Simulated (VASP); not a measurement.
A run of VASP 6.6.1:

File INCAR:

```
PREC = Accurate
ENCUT = 600
EDIFF = 1E-7
ISMEAR = 0
SIGMA = 0.03
LREAL = F
LASPH = T
NELM = 80
ALGO = Normal
ISIF = 3
LWAVE = F
LCHARG = F
GGA = CA
IBRION = 2
NSW = 90
EDIFFG = -0.005
KPAR = 2
```

Contents of KPOINTS:

```
Automatic mesh
0
Gamma
  10 10 10
```

POSCAR

```
Li2O                                    
1.0
    0.0000000000      2.2427378035      2.2427378035
    2.2427378035      0.0000000000      2.2427378035
    2.2427378035      2.2427378035     -0.0000000000
  Li              O             
     2     1
Direct
     0.2500000000000000    0.2500000000000000    0.2500000000000000
     0.7500000000000000    0.7500000000000000    0.7500000000000000
     0.0000000000000000    0.0000000000000000    0.0000000000000000
```

Potentials or basis: VASP PAW LDA potentials, release 64 (Li_sv, O).

Command:

```console
$ cat potpaw_LDA.64/Li_sv/POTCAR potpaw_LDA.64/O/POTCAR > POTCAR
$ mpirun -np 2 vasp_std > vasp.out
```

Hardware: 2 MPI ranks on AMD EPYC 7R43 64-Core Processor (Zen 3), on a shared host.

Task: How long does it take, and how much memory?

Result: Wall time 37 s on 2 MPI ranks on AMD EPYC 7R43 64-Core Processor (Zen 3) (shared host), peak memory 0.1 GiB a rank. Counts: scf iterations 18, k points 47, ion steps 2.
